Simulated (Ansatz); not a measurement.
**Epitaxial strain in SnO2: moduli and critical thickness**

Computed with Ansatz 0.2.0, DFT PBE, scalar-relativistic, plane waves, PAW. Run with 420 eV cutoff, 6×6×8 k-mesh, Gaussian smearing of 0.02 eV, no spin polarisation.

The relaxed crystal:

```xyz
6
Lattice="4.8272 0.0000 0.0000 0.0000 4.8272 0.0000 0.0000 0.0000 3.2382" Properties=species:S:1:pos:R:3 pbc="T T T"
Sn    2.4136    2.4136    1.6191
Sn    0.0000    0.0000    0.0000
O     0.9337    3.8935    1.6191
O     3.8935    0.9337    1.6191
O     1.4799    1.4799    0.0000
O     3.3473    3.3473    0.0000
```

The a-b plane is strained alike in both directions, as on a substrate, while c and the atoms relax within the symmetry that the strain leaves. Stress is positive in compression; energies are free energies at the smearing used, per atom.

| strain (%) | c (Å) | σ in plane (GPa) | ΔE (meV/atom) |
| --- | --- | --- | --- |
| -4.5 | 3.3575 | 13.69 | 46.11 |
| -3.0 | 3.3131 | 8.78 | 19.98 |
| -1.5 | 3.2735 | 4.19 | 4.84 |
| +0.0 | 3.2382 | 0.02 | 0.00 |
| +1.5 | 3.2074 | -3.67 | 4.43 |
| +3.0 | 3.1803 | -6.80 | 16.94 |
| +4.5 | 3.1568 | -9.32 | 36.37 |

Get the biaxial modulus twice, from the stresses and from the energies of the innermost pair.

From stress: M = −Δσ/Δε = (4.19 − (-3.67)) / 0.030 = 262 GPa. Two in-plane directions each store σε/2, so the energy density is Mε²: M = (mean ΔE)/(V ε²) = 4.64 meV / (12.576 Å³ × 0.015²) × 0.16022 GPa Å³/meV = 263 GPa. The two agree.

How well does Mε², with M from the stresses, predict the outermost points?

41.7 meV predicted against 46.1 computed at -4.5 %; 41.7 meV predicted against 36.4 computed at +4.5 %. Compression costs more than stretching, the usual sign of bonds that stiffen as they shorten.

How does c respond, and up to what thickness can a film with 1 % or 2 % misfit stay coherent on a thick substrate?

c answers with ε_c = −0.68 ε. In an isotropic solid that ratio is 2ν/(1 − ν), so ν = r/(2 + r) = 0.25. A film of thickness h stores Mε²h per area, 26.2 mJ/m² per nm at 1 %. The Matthews–Blakeslee balance for pure edge misfit dislocations, h = b/(8πf(1 + ν)) × (ln(h/b) + 1), with b taken as the in-plane vector a = 4.83 Å, solved by iteration, gives 5.2 nm at f = 1 % and 1.8 nm at 2 %. This is an isotropic estimate in which the moduli cancel; the real Burgers vector, glide system, anisotropy and slow kinetics can shift it by a factor of a few, mostly upward.